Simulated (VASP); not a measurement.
# Ba in VASP: further runs, part 2 of 2

VASP 6.6.1. Earlier steps stand in the parts before.

### Step 4. Band structure, LDA

Input file POSCAR:

```
Ba
1.0
    3.9100000000      0.0000000000      0.0000000000
   -1.9550000000      3.6500000000      0.0000000000
    0.0000000000      0.0000000000     20.7000000000
Ba
2
Direct
    0.0000000000      0.0000000000      0.3623188406
    0.0000000000      0.0000000000      0.6376811594
```

Input file INCAR.step1:

```
ALGO = Normal
DIPOL = 0.5 0.5 0.500
EDIFF = 1E-7
ENCUT = 520
IDIPOL = 3
ISIF = 2
ISMEAR = -1
LASPH = T
LCHARG = T
LDIPOL = T
LREAL = F
LWAVE = F
NELM = 100
PREC = Accurate
SIGMA = 0.05
```

Input file KPOINTS.step1:

```
k-points
0
Gamma
  6 6 1
```

Input file INCAR.step2:

```
ALGO = Normal
DIPOL = 0.5 0.5 0.500
EDIFF = 1E-7
ENCUT = 520
ICHARG = 11
IDIPOL = 3
ISIF = 2
ISMEAR = 0
LASPH = T
LCHARG = F
LDIPOL = T
LREAL = F
LWAVE = F
NELM = 100
PREC = Accurate
SIGMA = 0.05
```

Input file KPOINTS.step2:

```
path GXSRAZGYX1A1TY,ZT
15
line-mode
reciprocal
 0.0000000000  0.0000000000  0.0000000000  G
-0.6434424845  0.3217212423  0.0000000000  X

-0.6434424845  0.3217212423  0.0000000000  X
-0.5000000000  0.0000000000  0.0000000000  S

-0.5000000000  0.0000000000  0.0000000000  S
-0.5000000000  0.0000000000  0.5000000000  R

-0.5000000000  0.0000000000  0.5000000000  R
-0.6434424845  0.3217212423  0.5000000000  A

-0.6434424845  0.3217212423  0.5000000000  A
 0.0000000000  0.0000000000  0.5000000000  Z

 0.0000000000  0.0000000000  0.5000000000  Z
 0.0000000000  0.0000000000  0.0000000000  G

 0.0000000000  0.0000000000  0.0000000000  G
 0.0000000000 -0.5000000000  0.0000000000  Y

 0.0000000000 -0.5000000000  0.0000000000  Y
-0.3565575155 -0.3217212423  0.0000000000  X1

-0.3565575155 -0.3217212423  0.0000000000  X1
-0.3565575155 -0.3217212423  0.5000000000  A1

-0.3565575155 -0.3217212423  0.5000000000  A1
 0.0000000000 -0.5000000000  0.5000000000  T

 0.0000000000 -0.5000000000  0.5000000000  T
 0.0000000000 -0.5000000000  0.0000000000  Y

 0.0000000000  0.0000000000  0.5000000000  Z
 0.0000000000 -0.5000000000  0.5000000000  T
```

Potentials or basis: VASP PAW LDA potentials, release 64 (Ba_sv).

Launch:

```bash
> cat potpaw_LDA.64/Ba_sv/POTCAR > POTCAR
> cp INCAR.step1 INCAR
> cp KPOINTS.step1 KPOINTS
> mpirun -np 1 vasp_std > vasp.out
> cp INCAR.step2 INCAR
> cp KPOINTS.step2 KPOINTS
> mpirun -np 1 vasp_std > vasp.out
```

OUTCAR:

```text
EDIFF = 1E-7
   ENCUT = 520
   ICHARG = 11
   ISIF = 2
   ISMEAR = 0
   LASPH = T
   LREAL = F
   NELM = 100
   PREC = Accurate

 ion  position               nearest neighbor table
   1  0.000  0.000  0.362-
   2  0.000  0.000  0.638-

  LATTYP: Found a base centered orthorhombic cell.
 ALAT       =     3.9100000000
 B/A-ratio  =     1.8670076726
 C/A-ratio  =     5.2941176471

  Lattice vectors:

 A1 = (   1.9550000000,  -3.6500000000,   0.0000000000)
 A2 = (   1.9550000000,   3.6500000000,   0.0000000000)
 A3 = (   0.0000000000,   0.0000000000,  20.7000000000)

Analysis of symmetry for initial positions (statically):
=====================================================================
 Subroutine PRICEL returns:
 Original cell was already a primitive cell.

 Routine SETGRP: Setting up the symmetry group for a
 base centered orthorhombic supercell.

 Subroutine GETGRP returns: Found  8 space group operations
 (whereof  8 operations were pure point group operations)
 out of a pool of  8 trial point group operations.

[... 179 lines left out ...]
     10      -2.7626      2.00000
     11      -0.8786      1.99988
     12      -0.4754      0.00000
     13      -0.4692      0.00000
     14       0.6919      0.00000
[... 377 lines left out ...]
      1     -29.7439      2.00000
      2     -29.7437      2.00000
      3     -15.4163      2.00000
      4     -15.4151      2.00000
      5     -15.0429      2.00000
      6     -15.0354      2.00000
      7     -14.8693      2.00000
      8     -14.8686      2.00000
      9      -1.1281      2.00000
     10      -1.0488      2.00000
     11      -0.7546      1.27180
     12      -0.4299      0.00000
     13       0.8112      0.00000
     14       1.0338      0.00000

 [... further k-points ...]

------------------------ aborting loop because EDIFF is reached ----------------------------------------

 vacuum level on the upper side and lower side of the slab       (xc-potential included)        -0.245        -0.245

  FORCE on cell =-STRESS in cart. coord.  units (eV):
  Direction    XX          YY          ZZ          XY          YZ          ZX
  --------------------------------------------------------------------------------------
  -------------------------------------------------------------------------------------
  Total       -2.4914906     -0.5766098     -1.4221096      0.0000000      0.0000000      0.0000000
  in kB      -13.5123184     -3.1271781     -7.7126511      0.0000000      0.0000000      0.0000000
  external PRESSURE =      -8.1173825 kB  Pullay stress =       0.0000000 kB

 VOLUME and BASIS-vectors are now :
 -----------------------------------------------------------------------------
  energy-cutoff  :      520.00
  volume of cell :      295.42
      direct lattice vectors                 reciprocal lattice vectors
     3.910000000  0.000000000  0.000000000     0.255754476  0.136986301  0.000000000
    -1.955000000  3.650000000  0.000000000     0.000000000  0.273972603  0.000000000
     0.000000000  0.000000000 20.700000000     0.000000000  0.000000000  0.048309179

 POSITION                                       TOTAL-FORCE (eV/Angst)
 -----------------------------------------------------------------------------------
      0.00000      0.00000      7.50000         0.000000     -0.000000      0.315514
      0.00000      0.00000     13.20000        -0.000000      0.000000     -0.315514
 -----------------------------------------------------------------------------------
    total drift:                                0.000000     -0.000000      0.000000

  FREE ENERGIE OF THE ION-ELECTRON SYSTEM (eV)
  ---------------------------------------------------
  free  energy   TOTEN  =        -3.4530578605 eV

  energy  without entropy=       -3.4483874419  energy(sigma->0) =       -3.45072265

 vacuum level on the upper side and lower side of the slab         1.630         1.630
```

OSZICAR.step1:

```text
N       E                     dE             d eps       ncg     rms          rms(c)
DAV:   1     0.189846743530E+03    0.18985E+03   -0.71667E+03   372   0.102E+03
DAV:   2     0.178035185966E+02   -0.17204E+03   -0.16942E+03   658   0.202E+02
DAV:   3    -0.309724421326E+01   -0.20901E+02   -0.20821E+02   448   0.865E+01
[... 13 lines left out ...]
DAV:  17    -0.293603678931E+01   -0.10170E-03   -0.16994E-05   418   0.104E-02    0.242E-03
DAV:  18    -0.293605515070E+01   -0.18361E-04   -0.34351E-06   368   0.446E-03    0.676E-04
DAV:  19    -0.293605899514E+01   -0.38444E-05   -0.57862E-07   338   0.231E-03    0.203E-04
DAV:  20    -0.293605932049E+01   -0.32535E-06   -0.83837E-08   410   0.811E-04    0.105E-04
DAV:  21    -0.293605939933E+01   -0.78848E-07   -0.13597E-08   344   0.379E-04
   1 F= -.29360594E+01 E0= -.29006608E+01  d E =-.707973E-01
```

It took 8.8 min on 1 thread of Intel Xeon Platinum 8488C (Sapphire Rapids), shared host; peak memory 0.77 GiB.

What came out:

```
Band gap along the path : none (metal or under the smearing width)
```

Levels at the corners of the path, in eV from the Fermi level:
```tsv
point	band 8	band 9	band 10	band 11	band 12	band 13	band 14
Γ	-13.75	-2.26	-1.98	-0.09	0.31	0.32	1.48
X	-14.25	0.58	0.65	0.73	0.85	0.91	1.31
X	-14.25	0.58	0.65	0.73	0.85	0.91	1.30
S	-14.01	-0.72	-0.65	-0.11	0.22	1.53	2.00
S	-14.01	-0.72	-0.65	-0.11	0.22	1.53	2.00
R	-14.01	-0.72	-0.65	-0.11	0.22	1.53	2.00
R	-14.01	-0.72	-0.65	-0.11	0.22	1.53	2.00
A	-14.25	0.58	0.65	0.73	0.85	0.91	1.31
A	-14.25	0.58	0.65	0.73	0.85	0.91	1.30
Z	-13.75	-2.26	-1.98	-0.09	0.31	0.32	1.47
Z	-13.75	-2.26	-1.98	-0.09	0.31	0.32	1.47
Γ	-13.75	-2.26	-1.98	-0.09	0.31	0.32	1.47
Γ	-13.75	-2.26	-1.98	-0.09	0.31	0.32	1.47
Y	-13.88	-0.73	-0.65	-0.15	0.21	1.25	1.64
Y	-13.88	-0.73	-0.65	-0.15	0.21	1.25	1.64
X1	-14.25	0.58	0.65	0.73	0.85	0.91	1.30
X1	-14.25	0.58	0.65	0.73	0.85	0.91	1.30
A1	-14.25	0.58	0.65	0.73	0.85	0.91	1.30
A1	-14.25	0.58	0.65	0.73	0.85	0.91	1.31
T	-13.88	-0.73	-0.65	-0.15	0.21	1.25	1.64
T	-13.88	-0.73	-0.65	-0.15	0.21	1.25	1.64
Y	-13.88	-0.73	-0.65	-0.15	0.21	1.25	1.64
Z	-13.75	-2.26	-1.98	-0.09	0.31	0.32	1.47
T	-13.88	-0.73	-0.65	-0.15	0.21	1.25	1.64
```

Caveat: the log is that of the step along the path at fixed density, whose energy, stress, charges and moments have no meaning; spin-orbit coupling is left out, which moves the levels of the heavy elements.

### Step 5. Work function, PBE

Input file INCAR:

```
PREC     = Accurate       # precision mode
ENCUT    = 520            # plane-wave cutoff, eV
EDIFF    = 1E-6           # SCF threshold, eV
ISMEAR   = -1             # smearing method
SIGMA    = 0.05           # smearing width, eV
LREAL    = False          # projectors in reciprocal space
LASPH    = True           # aspherical terms in the spheres
NELM     = 80             # most SCF steps
ALGO     = Fast           # electronic algorithm
ISIF     = 2              # what is computed and relaxed
LWAVE    = False          # write WAVECAR
LCHARG   = True           # write CHGCAR
LDIPOL   = True         
IDIPOL   = 3            
DIPOL    = 0.5 0.5 0.500
GGA      = PE             # functional
LELF     = True           # ELF
LVHAR    = True         
LVACPOTAV= True
```

Input file KPOINTS:

```
regular mesh
0
Gamma
  8 8 1
```

POSCAR is that of step 4.

Potentials or basis: VASP PAW PBE potentials, release 64 (Ba_sv).

Launch:

```bash
> cat potpaw_PBE.64/Ba_sv/POTCAR > POTCAR
> mpirun -np 1 vasp_std > vasp.out
```

OUTCAR:

```text
PREC = Accurate
   ENCUT = 520
   EDIFF = 1E-6
   ISMEAR = -1
   LREAL = False
   LASPH = True
   NELM = 80
   ISIF = 2
   GGA = PE

 ion  position               nearest neighbor table
   1  0.000  0.000  0.362-
   2  0.000  0.000  0.638-

  LATTYP: Found a base centered orthorhombic cell.
 ALAT       =     3.9100000000
 B/A-ratio  =     1.8670076726
 C/A-ratio  =     5.2941176471

  Lattice vectors:

[... 543 lines left out ...]

  FORCE on cell =-STRESS in cart. coord.  units (eV):
  Direction    XX          YY          ZZ          XY          YZ          ZX
  --------------------------------------------------------------------------------------
  -------------------------------------------------------------------------------------
  Total        2.8732173      1.1285367     -1.1169020      0.0000000      0.0000000      0.0000000
  in kB       15.5825698      6.1204918     -6.0573919      0.0000000      0.0000000      0.0000000
  external PRESSURE =       5.2152232 kB  Pullay stress =       0.0000000 kB

 VOLUME and BASIS-vectors are now :
 -----------------------------------------------------------------------------
  energy-cutoff  :      520.00
  volume of cell :      295.42
      direct lattice vectors                 reciprocal lattice vectors
     3.910000000  0.000000000  0.000000000     0.255754476  0.136986301  0.000000000
    -1.955000000  3.650000000  0.000000000     0.000000000  0.273972603  0.000000000
     0.000000000  0.000000000 20.700000000     0.000000000  0.000000000  0.048309179

 POSITION                                       TOTAL-FORCE (eV/Angst)
 -----------------------------------------------------------------------------------
      0.00000      0.00000      7.50000         0.000000      0.000000      0.191782
      0.00000      0.00000     13.20000        -0.000000     -0.000000     -0.191782
 -----------------------------------------------------------------------------------
    total drift:                               -0.000000     -0.000000      0.000000

  FREE ENERGIE OF THE ION-ELECTRON SYSTEM (eV)
  ---------------------------------------------------
  free  energy   TOTEN  =        -2.4305227349 eV

  energy  without entropy=       -2.3800108152  energy(sigma->0) =       -2.40526678

 vacuum level on the upper side and lower side of the slab         1.898         1.898
```

Run time: 7.3 min. Hardware: 1 thread of Intel Xeon Platinum 8375C at 2.90GHz (Ice Lake), shared host; peak memory 0.42 GiB.

Results:

* Free energy: -2.4305 eV
* Largest force: 0.192 eV/Å
* Band gap on the k mesh: none (metal or under the smearing width)
* Work function of the upper face: 2.51 eV
* Work function of the lower face: 2.51 eV

Forces on the atoms (eV/Å):
```
Ba   0.000  0.000  0.192
Ba   0.000  0.000 -0.192
```

Spin-orbit coupling is left out, which matters for the levels of Ba.

### Step 6. The runs side by side

```csv
task,level,potentials or basis,k mesh,monkhorst-Pack mesh,other keys,largest force (eV/Å)
work function,PBE,"VASP PAW PBE potentials, release 64 (Ba_sv)",8 × 8 × 1,-,-,0.19
work function,PBE,"VASP PAW PBE potentials, release 64 (Ba_sv)",8 × 8 × 1,yes,shifted = yes,0.21
band structure,LDA,"VASP PAW LDA potentials, release 64 (Ba_sv)",6 × 6 × 1,-,-,-
```

Alike in all rows: no spin polarisation; cell as given; cutoff (eV) 520; smearing fermi-dirac 0.05 eV.

Caveats: spin-orbit coupling is left out, which moves the levels of the heavy elements (some runs).

Total energies depend on the potentials used, so only differences within one code and one set of settings carry meaning.
